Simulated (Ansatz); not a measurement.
## P: sound and stiffness along [100], [110] and [111]

Level of theory: DFT PBEsol+D3(BJ), scalar-relativistic, plane waves, PAW (Ansatz). Cutoff 420 eV, 20×20×20 k-points (Γ-centred), Fermi-Dirac smearing of 0.15 eV. No spin polarisation.

Equilibrium structure at this level:
```
P
1.0
     2.39306    0.00000    0.00000
     0.00000    2.39306    0.00000
     0.00000    0.00000    2.39306
P
1
Direct
  0.00000 0.00000 0.00000
```

In a metal, frequencies and elastic constants depend on the k mesh and the smearing, soft modes and shear constants most.

With ions relaxed, on the cubic axes: C11 = 281.9, C12 = 58.4, C44 = 61.0 GPa. The density is 3.753 g/cm³. Zone-centre modes weren't checked beside this run.

Task: Is the crystal stable against strain, and how anisotropic is it?

Result: Born's conditions hold: C11 + 2C12 = 398.6, C11 − C12 = 223.5 and C44 = 61.0 GPa are all positive. B = (C11 + 2C12)/3 = 132.9 GPa. The two shear moduli are C44 and C′ = (C11 − C12)/2 = 111.8 GPa, so Zener's ratio is A = C44/C′ = 0.55: the shear C44 is the soft one, as in NaCl, KCl, the halide perovskites and the bcc metals V, Nb, Cr and Mo. The Cauchy pressure C12 − C44 is -2.6 GPa; it would vanish for pair forces between atoms on inversion centres at zero pressure, and here it is small.

Task: Give the sound speeds along the three symmetry directions.

Result: The Christoffel equation gives ρv² for each branch:
| direction | branch | ρv² | GPa | v (m/s) |
| --- | --- | --- | --- | --- |
| [100] | L | C11 | 281.9 | 8666 |
| [100] | T (×2) | C44 | 61.0 | 4031 |
| [110] | L | (C11 + C12 + 2C44)/2 | 231.1 | 7847 |
| [110] | T, u ∥ [001] | C44 | 61.0 | 4031 |
| [110] | T, u ∥ [1-10] | (C11 − C12)/2 | 111.8 | 5457 |
| [111] | L | (C11 + 2C12 + 4C44)/3 | 214.2 | 7554 |
| [111] | T (×2) | (C11 − C12 + C44)/3 | 94.8 | 5027 |

Task: How does Young's modulus depend on direction?

Result: Inverting gives S11 = 3.819, S12 = -0.655, S44 = 16.396 TPa⁻¹. Along a unit vector (l, m, n), 1/E = S11 − 2(S11 − S12 − S44/2)(l²m² + m²n² + n²l²), where the last bracket is 0, 1/4 and 1/3 for [100], [110] and [111]: E = 262, 176 and 159 GPa. With A < 1 the cube edge is stiffest. For a film on (001), the biaxial modulus is C11 + C12 − 2C12²/C11 = 316 GPa and the normal strain is −2C12/C11 = -0.41 times the in-plane one.

This simple cubic form isn't the element's structure at ambient conditions.

Cost: 1 run of about 0.81 core-minutes, on Intel Xeon Platinum 8488C (Sapphire Rapids) (shared hosts).

The stiffness follows the bond network. In simple cubic phosphorus the nearest neighbours lie along the cube axes, where half-filled p orbitals overlap head-on in σ fashion. Strain along [100] stretches these bonds directly, so C11, Young's modulus and the longitudinal sound speed all peak there. The shear C′ also changes bond lengths, whereas C44 mainly bends the right angles between bonds and costs less.

Nearest-neighbour central forces alone would leave this lattice with no resistance to the C44 shear, so the 61.0 GPa must come from more distant neighbours, angular forces and the metallic electrons. The near-zero Cauchy pressure therefore doesn't establish pairwise bonding; it probably reflects a partial cancellation between angular and volume-dependent terms.

The positive elastic constants show stability against small homogeneous strains only: the Peierls-type distortion that splits the six equal contacts into short and long ones, as in the layered A7 structure, displaces neighbouring atoms in opposite directions and can't appear in a one-atom cell.
